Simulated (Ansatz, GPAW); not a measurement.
# Ballistic transport through ethane-1,2-dithiol between two Al chains, from relaxation to T(E), part 2 of 4

Wanted: T(E) of ethane-1,2-dithiol between two Al chains at a relaxed geometry in two programs, beside the unrelaxed structure.

GPAW 26.7.0 and Ansatz 0.2.0; Ansatz plane waves; relaxation of the junction with the lead ends held (the session's first sound run).

So far. Step 2 (Relaxation): The relaxation lowered the energy of the cell by 1.43 eV.

### Step 3. Plane waves, PBE

A plane-wave run comes first: its basis does not favour the atoms, so it serves as the reference for the orbital bases.

This step: Ansatz plane waves; Landauer transmission by layers, zero bias (Ansatz 0.2.0).

input.yaml

```yaml
crystal:
  lattice:
    - [9.3589019158, 0.0, 0.0]
    - [0.0, 9.0, 0.0]
    - [0.0, 0.0, 38.0905692368]
  atoms:
    - { symbol: Al, position: [0.5, 0.5, 0.031503861] }
    - { symbol: Al, position: [0.5, 0.5, 0.0945115831] }
    - { symbol: Al, position: [0.5, 0.5, 0.1575193052] }
    - { symbol: Al, position: [0.5, 0.5, 0.2205270272] }
    - { symbol: Al, position: [0.5, 0.5, 0.2835347493] }
    - { symbol: Al, position: [0.4841849401, 0.3364774487, 0.3382086989] }
    - { symbol: Al, position: [0.4898023723, 0.4764801435, 0.3980759162] }
    - { symbol: S, position: [0.4577274097, 0.3741643051, 0.4507446804] }
    - { symbol: H, position: [0.649997819, 0.4433722189, 0.5103410027] }
    - { symbol: H, position: [0.5151211054, 0.6247698812, 0.472470289] }
    - { symbol: C, position: [0.4617377749, 0.5267541475, 0.4835194284] }
    - { symbol: C, position: [0.5391028107, 0.4732446856, 0.5164344153] }
    - { symbol: H, position: [0.4857273492, 0.3751869439, 0.5274685632] }
    - { symbol: H, position: [0.3508216283, 0.5565921567, 0.4895975863] }
    - { symbol: S, position: [0.5432392123, 0.6257299493, 0.5492116718] }
    - { symbol: Al, position: [0.5103223655, 0.5235622171, 0.60186287] }
    - { symbol: Al, position: [0.5162161857, 0.6632707242, 0.6617605846] }
    - { symbol: Al, position: [0.5, 0.5, 0.7164652507] }
    - { symbol: Al, position: [0.5, 0.5, 0.7794729728] }
    - { symbol: Al, position: [0.5, 0.5, 0.8424806948] }
    - { symbol: Al, position: [0.5, 0.5, 0.9054884169] }
    - { symbol: Al, position: [0.5, 0.5, 0.968496139] }
kpoints:
  mp_grid: { grid: [1, 1, 2] }
hamiltonian:
  xc: pbe
scf:
  occupations: { method: fermi_dirac, width: 0.1 }
output:
  transmission:
    leads: [[0, 1]]
    e_range: [-2, 2]
    de: 0.025
    kmesh: [1, 1]
    reduced_basis: true
  write_potential: true
  write_density: true
  volumetric_format: npy
  elf: true
```

The run is started by

```sh
> ansatz run input.yaml --threads 4 --pin off --max-ram 8192MiB --backend cpu --events-out ev --progress --plain --runs-dir out
```

Numbers of over 12 decimals in the logs are rounded to 6 here.

Log:

```text
[...]
Crystal: 22 atoms, lattice volume = 3208.373 Å³
Basis set: ecut = 420 eV, 62663 PW (Γ)
Bands: 55, of which v1, the nominal top of the filled ones, is band 33 counted from 1 (32 counted from 0)
Symmetry: 1 space group operations
[...]
k-points: 2
[...]
SCF iter   1: F=—  HF=-9870.796316 eV  |F-HF|=—  |Δ(HF+E_count)|=         —  Δρ=2.07e-3  dr2=8.41e-1  ethr=1.77e-3  ⟨swp⟩=19.5  Hψ=834  notcnv=0
[...]
SCF iter  11: F=-9870.737158 eV  HF=-9870.737158 eV  |F-HF|=3.71e-9  |Δ(HF+E_count)|=   2.28e-8  Δρ=6.92e-7  dr2=3.00e-8  ethr=1.52e-10  ⟨swp⟩=12.0  Hψ=335  notcnv=0
SCF 1 converged in 11 iterations: F = -9870.737158 eV  dr2 = 3.00e-8
[...]
transmission: 47 of 282 steps passed
transmission: 94 of 282 steps passed
[...]
transmission: 282 of 282 steps passed
WARN: The output density's exchange-correlation potential varies sharply where the density is thin. Do not read a vacuum level from v_tot or v_xc, or from such a field of the output density. On a cell that repeats whose density bears no net charge and no dipole along the vacuum's axis use v_es (v_loc + v_h of the components); under efield.dipole_correction with no amplitude use v_es + v_field, which holds any externa [...]
SCF converged after 11 iterations
Free energy (F): -9870.737158 eV
[...]
Internal energy: -9870.123725 eV  (E = F + TS)
E sigma→0 (E₀):  -9870.430441 eV
Entropy (-TS):   -0.613433 eV (-27.883 meV/atom)
Fermi energy:    -2.957634 eV
[...]
--- Band table (eV) ---
  k-point 0: bands = [... 29 lower, -3.2882, -3.1960, -3.1275, -3.0343, -2.9003, -2.8176, -2.6410, -2.5402, ... 18 higher]
  k-point 1: bands = [... 29 lower, -3.2894, -3.1956, -3.1230, -3.0353, -2.9097, -2.8160, -2.6281, -2.5425, ... 18 higher]
--- Transmission ---
  basis      : 737 plane waves across, 47 finite elements along
  points     : 1, standing for a mesh of 1 x 1
  filling    : by the input's occupations and mesh, since the crystals that have channels conduct as metals do. If one of these is a semiconductor, that mesh has misplaced its level
  energies   : 161 from -2.000000 to 2.000000 eV about the Fermi level, 0.025000 eV apart; the leads are filled to 0.000000 eV, and channels, transmission and decay are at 0.000000 eV
  crystal 0  : Al1, at the sites [0, 1], period 2.4000 Å, over 24.00 Å; its Hamiltonian steps by up to 2.5 meV
    offset         : up to 0.0000 Å between an atom of the period and one for which it stands
    filled         : 12.4 meV over the level at which it is neutral
    channels       : 2.000000e0 a spin
    conductance    : 1.8397e14 S/m² at 300 K; may be off by some 0.0 % by where its bands' edges are placed, 0.0 % from the distance to neutral
  junction   : crystal 0 to crystal 0, 0.70 to 36.39 Å
    transmission   : 3.289374e-3 a spin
    error estimate : 1.232099e-6 a spin from the reduction of the transverse basis, at the most 4.746645e-5 at 1.975000 eV
    conductance    : 3.0241e11 S/m² at 300 K (3.0242e11 on every other energy)
    error estimate : 0.0 % from the energy spacing and 0.0 % from band edges of the leads and from resonances (wavevectors taken as independent; lower de), 0.1 % from the reduction of the transverse basis, 1.8 % from the steps of its leads' Hamiltonians or their offsets (lay more layers), 4.5 % from the distance to neutral
    resistance     : 3.3013e0 Ω µm² beyond half of each lead's own
```

Wall time 92 s (4 threads of Arm Neoverse V1, shared host); peak memory 2.8 GiB; 4.2 min of CPU time.

In the SCF lines HF is the Harris–Foulkes energy and dr2 the Hartree energy of the density residual, in eV; the loop may stop once dr2 is under the threshold and the program's other checks hold. Hψ counts applications of the Hamiltonian.

Numbers from this step:

```yaml
free_energy: -9870.7372 eV
lead_level: 0 eV from the Fermi level
transmission_at_the_fermi_level_one_spin: 0.003289
open_channels_of_the_lead_at_the_fermi_level_one_spin: 2
step_of_the_potential_along_the_lead: 2.5 meV
offset_of_the_lead: 0 Å
filling_of_the_lead_less_its_bulk_value_in_size: 12.4 meV
conductance: 0.003288 G₀
```

One spin. Transmission, zone mean against energy, zero at the Fermi level:

| energy (eV) | transmission, zone mean |
| --- | --- |
| -2.000 | 0.00588 |
| -1.900 | 0.0111 |
| -1.800 | 0.0179 |
| -1.700 | 0.0263 |
| -1.650 | 0.0288 |
| -1.600 | 0.0268 |
| -1.500 | 0.00861 |
| -1.400 | 2.5e-4 |
| -1.300 | 6.2e-5 |
| -1.200 | 0 |
| -1.100 | 0 |
| -1.000 | 0 |
| -0.900 | 0 |
| -0.800 | 0 |
| -0.700 | 0 |
| -0.600 | 0 |
| -0.500 | 0 |
| -0.400 | 0 |
| -0.300 | 4.1e-4 |
| -0.200 | 0.00110 |
| -0.100 | 0.00210 |
| 0.000 | 0.00329 |
| 0.100 | 0.00446 |
| 0.200 | 0.00552 |
| 0.300 | 0.00653 |
| 0.400 | 0.00762 |
| 0.500 | 0.00887 |
| 0.600 | 0.0103 |
| 0.700 | 0.0117 |
| 0.800 | 0.0131 |
| 0.900 | 0.0144 |
| 1.000 | 0.0189 |
| 1.100 | 0.0205 |
| 1.200 | 0.0211 |
| 1.300 | 0.0209 |
| 1.400 | 0.0208 |
| 1.500 | 0.0226 |
| 1.600 | 0.0282 |
| 1.700 | 0.0388 |
| 1.800 | 0.0562 |
| 1.900 | 0.0831 |
| 2.000 | 0.123 |

One spin. The open channels, zone mean by energy, zero at the Fermi level:

| energy (eV) | open channels, zone mean |
| --- | --- |
| -2.000 | 1 |
| -1.900 | 1 |
| -1.800 | 1 |
| -1.700 | 1 |
| -1.600 | 1 |
| -1.500 | 1 |
| -1.400 | 1 |
| -1.300 | 1 |
| -1.200 | 0 |
| -1.100 | 0 |
| -1.000 | 0 |
| -0.900 | 0 |
| -0.800 | 0 |
| -0.700 | 0 |
| -0.600 | 0 |
| -0.500 | 0 |
| -0.400 | 0 |
| -0.300 | 2 |
| -0.200 | 2 |
| -0.100 | 2 |
| 0.000 | 2 |
| 0.100 | 2 |
| 0.200 | 2 |
| 0.300 | 2 |
| 0.400 | 2 |
| 0.500 | 2 |
| 0.600 | 2 |
| 0.700 | 2 |
| 0.800 | 2 |
| 0.900 | 2 |
| 1.000 | 3 |
| 1.100 | 3 |
| 1.200 | 3 |
| 1.300 | 3 |
| 1.400 | 3 |
| 1.500 | 3 |
| 1.600 | 3 |
| 1.700 | 3 |
| 1.800 | 3 |
| 1.900 | 3 |
| 2.000 | 3 |

Crystal 0, spin -, k parallel (0, 0); distinct values, listed up to 1.5 1/Å. Im kz of the slowest decaying states against energy, zero at the Fermi level:

| energy (eV) | decay 1 (Å⁻¹) | decay 2 (Å⁻¹) | decay 3 (Å⁻¹) | decay 4 (Å⁻¹) |
| --- | --- | --- | --- | --- |
| -2.0000 | 0.672 | 0.672 | 1.15 | 1.26 |
| -1.7500 | 0.617 | 0.618 | 1.12 | 1.24 |
| -1.5000 | 0.557 | 0.558 | 1.09 | 1.21 |
| -1.2500 | 0.490 | 0.491 | 1.06 | 1.18 |
| -1.0000 | 0.0785 | 0.413 | 0.413 | 1.03 |
| -0.7500 | 0.103 | 0.316 | 0.316 | 1.00 |
| -0.5000 | 0.116 | 0.172 | 0.173 | 0.967 |
| -0.2500 | 0.121 | 0.933 | 1.06 | 1.14 |
| 0.0000 | 0.119 | 0.897 | 1.03 | 1.11 |
| 0.2500 | 0.110 | 0.860 | 1.00 | 1.08 |
| 0.5000 | 0.0934 | 0.821 | 0.967 | 1.05 |
| 0.7500 | 0.0629 | 0.780 | 0.932 | 1.02 |
| 1.0000 | 0.736 | 0.896 | 0.990 | 1.06 |
| 1.2500 | 0.690 | 0.859 | 0.956 | 1.03 |
| 1.5000 | 0.640 | 0.820 | 0.921 | 0.999 |
| 1.7500 | 0.586 | 0.779 | 0.884 | 0.966 |
| 2.0000 | 0.526 | 0.735 | 0.846 | 0.931 |

Crystal 0, spin -, k parallel (0, 0). The Re kz of states that move upwards by energy, zero at the Fermi level:

| energy (eV) | channel 1 (Å⁻¹) | channel 2 (Å⁻¹) | channel 3 (Å⁻¹) |
| --- | --- | --- | --- |
| -2.000 | 1.13 | - | - |
| -1.900 | 1.15 | - | - |
| -1.800 | 1.16 | - | - |
| -1.700 | 1.18 | - | - |
| -1.600 | 1.20 | - | - |
| -1.500 | 1.22 | - | - |
| -1.400 | 1.24 | - | - |
| -1.300 | 1.27 | - | - |
| -1.200 | - | - | - |
| -1.100 | - | - | - |
| -1.000 | - | - | - |
| -0.900 | - | - | - |
| -0.800 | - | - | - |
| -0.700 | - | - | - |
| -0.600 | - | - | - |
| -0.500 | - | - | - |
| -0.400 | - | - | - |
| -0.300 | 0.163 | 0.163 | - |
| -0.200 | 0.234 | 0.234 | - |
| -0.100 | 0.288 | 0.288 | - |
| 0.000 | 0.333 | 0.333 | - |
| 0.100 | 0.373 | 0.373 | - |
| 0.200 | 0.409 | 0.409 | - |
| 0.300 | 0.442 | 0.442 | - |
| 0.400 | 0.473 | 0.473 | - |
| 0.500 | 0.502 | 0.502 | - |
| 0.600 | 0.529 | 0.529 | - |
| 0.700 | 0.555 | 0.555 | - |
| 0.800 | 0.580 | 0.580 | - |
| 0.900 | 0.604 | 0.604 | - |
| 1.000 | -1.26 | 0.626 | 0.627 |
| 1.100 | -1.24 | 0.648 | 0.649 |
| 1.200 | -1.22 | 0.670 | 0.670 |
| 1.300 | -1.20 | 0.691 | 0.691 |
| 1.400 | -1.19 | 0.711 | 0.711 |
| 1.500 | -1.17 | 0.730 | 0.730 |
| 1.600 | -1.16 | 0.749 | 0.749 |
| 1.700 | -1.15 | 0.768 | 0.768 |
| 1.800 | -1.14 | 0.786 | 0.786 |
| 1.900 | -1.12 | 0.804 | 0.804 |
| 2.000 | -1.11 | 0.821 | 0.821 |

The electrostatic potential energy of an electron (with the applied field's), less the Fermi level, planar mean oscillates, so the rows of the table below give means over windows of 2.31 Å about each position, cut where the curve ends. Its first 14 maxima inside the range that stand out by 2 % of the span (Å: eV): 2.4: 3.84, 4.8: 3.84, 7.1: 3.83, 9.5: 3.76, 11.9: 3.43, 14.0: 3.54, 16.2: 3.49, 17.7: 2.86, 19.0: 3.22, 20.4: 2.86, 21.9: 3.49, 24.1: 3.55, 26.2: 3.44, 28.6: 3.76. Its first 14 minima: 1.2: 3.08, 3.6: 3.07, 6.0: 3.07, 8.5: 3.05, 10.9: 2.96, 12.9: 2.95, 15.2: 2.84, 17.3: 2.76, 18.5: 2.56, 19.6: 2.56, 20.8: 2.77, 22.9: 2.84, 25.1: 2.95, 27.2: 2.96.

Table of electrostatic potential energy of an electron (with the applied field's), less the Fermi level, planar mean by z; means over each step:

z (Å), electrostatic potential energy of an electron (with the applied field's), less the Fermi level, planar mean (eV) and a bar from the least value:
```
     1.16       3.39 #############################
     3.46       3.38 ############################
     5.77       3.39 #############################
     8.08       3.37 ############################
    10.39       3.29 ########################
    12.70       3.17 ##################
    15.01       3.13 ################
    17.32       2.91 #####
    19.63       2.81 
    21.94       3.05 ############
    24.25       3.17 ##################
    26.56       3.13 ################
    28.87       3.36 ###########################
    31.18       3.41 ##############################
    33.49       3.41 ##############################
    35.80       3.42 ##############################
```

The valence density, planar mean oscillates, so the rows of the table below give means over windows of 2.38 Å about each position, cut where the curve ends. Its maxima inside the range that stand out by 2 % of the span (Å: e/Å³): 2.4: 0.0169, 4.6: 0.0169, 7.0: 0.0170, 9.4: 0.0170, 11.8: 0.0196, 14.3: 0.0175, 18.2: 0.0628, 19.9: 0.0628, 23.8: 0.0175, 26.3: 0.0196, 28.7: 0.0170, 31.1: 0.0170, 33.5: 0.0169, 35.7: 0.0169. Its first 14 minima: 1.2: 0.0121, 3.6: 0.0121, 6.0: 0.0122, 8.3: 0.0123, 10.6: 0.0129, 12.9: 0.0142, 15.3: 0.0123, 19.0: 0.0477, 22.8: 0.0123, 25.1: 0.0142, 27.5: 0.0129, 29.8: 0.0123, 32.1: 0.0122, 34.5: 0.0121.

The valence density, planar mean by z; means over each step:

| z (Å) | valence density, planar mean (e/Å³) |
| --- | --- |
| 1.19 | 0.0148 |
| 3.57 | 0.0148 |
| 5.95 | 0.0149 |
| 8.33 | 0.0149 |
| 10.71 | 0.0159 |
| 13.09 | 0.0164 |
| 15.47 | 0.0186 |
| 17.85 | 0.0542 |
| 20.23 | 0.0542 |
| 22.61 | 0.0187 |
| 24.99 | 0.0164 |
| 27.37 | 0.0159 |
| 29.75 | 0.0149 |
| 32.13 | 0.0149 |
| 34.51 | 0.0148 |
| 36.89 | 0.0147 |

Electrostatic potential energy in the cb plane at fractional x = 0.500, with atoms of Al and H within 0.2 Å of it. With pseudopotentials it is smooth inside the atoms' cores, unlike the true potential.

Ten even steps from '0' (-28 eV) to '9' (1 eV), each cell a mean:
```
99999999999999999999999999999999999999999999
99999999999999999999999999999999999999999999
99999999999999999999999999999999999999999999
99999999999999999999999999999999999999999999
99999999999999999999999999999887889999999999
99999999999999999999999999998754578999999999
99999999999999999975678999997423247999999999
99999999998679999720047888886346437899999999
99988899996027898500016755676335337877889887
98766788997214788500026422367522357643578743
97422368997300365542365245347765676333257423
85244247887300210267775256347888885356346346
85356347655523300068986323258999986245246435
76333255101477620268988644579999997422367632
67533563000278873048998877899999998765788865
58877774000389986268999999999999999888899988
68999987323799999889999999999999999999999999
79999999888999999999999999999999999999999999
89999999999999999999999999999999999999999999
99999999999999999999999999999999999999999999
99999999999999999999999999999999999999999999
99999999999999999999999999999999999999999999
99999999999999999999999999999999999999999999
99999999999999999999999999999999999999999999
```
Columns run along c (16.0 Å, from fractional 0.37 to 0.79 of the cell; values clipped at the 3rd and 97th percentile), rows up along b (9.0 Å). Atoms in or near the plane, at fractional coordinates: Al at (0.40, 0.48), H at (0.47, 0.62), H at (0.53, 0.38), Al at (0.60, 0.52), Al at (0.66, 0.66), Al at (0.72, 0.50), Al at (0.78, 0.50).

Valence density in the cb plane at fractional x = 0.500, with atoms of Al and H within 0.2 Å of it. It is the smooth field of the valence electrons, not physical close to the nuclei.

Ten steps, logarithmic in the rise over the least value, from '0' (0.0 e/Å³) to '9' (1.7 e/Å³), each cell a mean:
```
00000000000000000000000000000000000000000000
00000000000000000000000000000000000000000000
00000000000000000000000000001111110000000000
00000000000000000011100000012223221100000000
00000000000000001223221001123344432110000000
00000000000111012345542111234555543211000000
00111000012332123577764322345554454322111111
11222111124664334789876433455543455433222222
22333321246997545788987544556543466544334444
34454432247998766788987644566554566654455554
45554444457999888888877643566555566644566654
55544455567899999877666543455444456543566643
56543567778888999975445544554433445544566643
66544578888877789975333455544322344544555554
66554578988865579985222344433211233444444444
65544468899864357864211223221111112333333333
55433346888753234442100111111000011112211222
54321234666532112211000000000000000001111111
43211112343321000000000000000000000000000000
22100001111110000000000000000000000000000000
11000000000000000000000000000000000000000000
00000000000000000000000000000000000000000000
00000000000000000000000000000000000000000000
00000000000000000000000000000000000000000000
```
Columns run along c (16.0 Å, from fractional 0.37 to 0.79 of the cell), rows up along b (9.0 Å). Atoms in or near the plane, at fractional coordinates: Al at (0.40, 0.48), H at (0.47, 0.62), H at (0.53, 0.38), Al at (0.60, 0.52), Al at (0.66, 0.66), Al at (0.72, 0.50), Al at (0.78, 0.50).

ELF in the cb plane at fractional x = 0.500, with atoms of Al and H within 0.2 Å of it. It is the smooth field of the valence electrons, not physical close to the nuclei.

Ten even steps from '0' (0.00) to '9' (1.00), each cell a mean:
```
00000000000000000000000000000002456554200000
00000000000000000000000000000014678876421000
00000000000000000000011100000026889988641000
00000012100000000000134321000037899998752000
00001366520000010000356653100147999999863100
00013688740001453000478875200158999999864100
21125899861003898300489987410258996457875211
31137999973005999610489888631368982535886422
52248999984005999820277568863489982216987534
62258999984103899742367568872269985248997436
63258997654212586576577678861338985469983127
73368953325543564698566556732427974368962517
74468943327776776786466323443469973258972327
73479972148876775456898401368999973258985358
41279985258875674126999710279999963247888777
15259985236877885105999810169999852136777666
33379874114789986103899610158999741124555444
87899863002578986100477300037888620012333222
99999862000357775100022000015776310000111111
99999851000134543100000000002442100000000000
99998741000012221000000000000000000000000000
88887630000000000000000000000000000000000000
66766410000000000000000000000000000000000000
23432100000000000000000000000000011110000000
```
Columns run along c (16.0 Å, from fractional 0.33 to 0.75 of the cell), rows up along b (9.0 Å). Atoms in or near the plane, at fractional coordinates: Al at (0.34, 0.34), Al at (0.40, 0.48), H at (0.47, 0.62), H at (0.53, 0.38), Al at (0.60, 0.52), Al at (0.66, 0.66), Al at (0.72, 0.50).

T at the Fermi level is 0.00329 of 2 open channels a spin.

[end of part 2 of 4]

[Logs are printed without paths, hosts, clocks, repeated set-up lines and the standing remarks that a program may print on its own settings, such as how far it seeks lower states.]

[Hosts, paths, dates, database ids (printed as entryN), source tags and the programs' standing remarks are cut or masked in the printed files.]
